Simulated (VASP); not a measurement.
Crystal: TiO2 (Rutile).

```
Ti O
1.0
     4.59220    0.00000    0.00000
     0.00000    4.59220    0.00000
     0.00000    0.00000    2.95740
Ti O
2 4
Direct
  0.00000 0.00000 0.00000
  0.50000 0.50000 0.50000
  0.30496 0.30496 0.00000
  0.19504 0.80496 0.50000
  0.69504 0.69504 0.00000
  0.80496 0.19504 0.50000
```

| Quantity | Value |
| --- | --- |
| Program | VASP 6.6.1 |
| Task | relaxation of cell and atoms |
| Functional | PBE |
| Potentials or basis | VASP PAW PBE potentials, release 64 (Ti_sv, O) |
| Cutoff | 600 eV |
| k mesh | 7 × 7 × 10 |
| Occupations | fermi-dirac, width 0.05 eV |
| Spin | no spin polarisation |

At the start: pressure 5.8 GPa; volume 10.39 Å³/atom.

Problem. How do energy, volume and symmetry change on relaxing?

Solution. Over 6 steps the energy falls by 5.0 meV/atom and the volume is 10.66 Å³/atom (+2.6 %); space group P4_2/mnm (No. 136, to 0.05 Å).

Step by step:
```
step  energy change (eV)  largest force (eV/Å)  pressure (GPa)  volume (Å³)
   1              0.0000                0.1242            5.81        62.37
   2              0.0138                0.2343           -6.44        65.83
   3             -0.0277                0.0459           -0.11        63.89
   4             -0.0277                0.0429            0.10        63.86
   5             -0.0295                0.0152            0.09        63.94
   6             -0.0297                0.0013            0.11        63.98
```

Final structure:
```
CELL_PARAMETERS angstrom
4.64433 0.00000 0.00000
0.00000 4.64433 0.00000
0.00000 0.00000 2.96634
ATOMIC_POSITIONS crystal
Ti 0.00000 0.00000 0.00000
Ti 0.50000 0.50000 0.50000
O 0.30496 0.30496 0.00000
O 0.19504 0.80496 0.50000
O 0.69504 0.69504 0.00000
O 0.80496 0.19504 0.50000
```
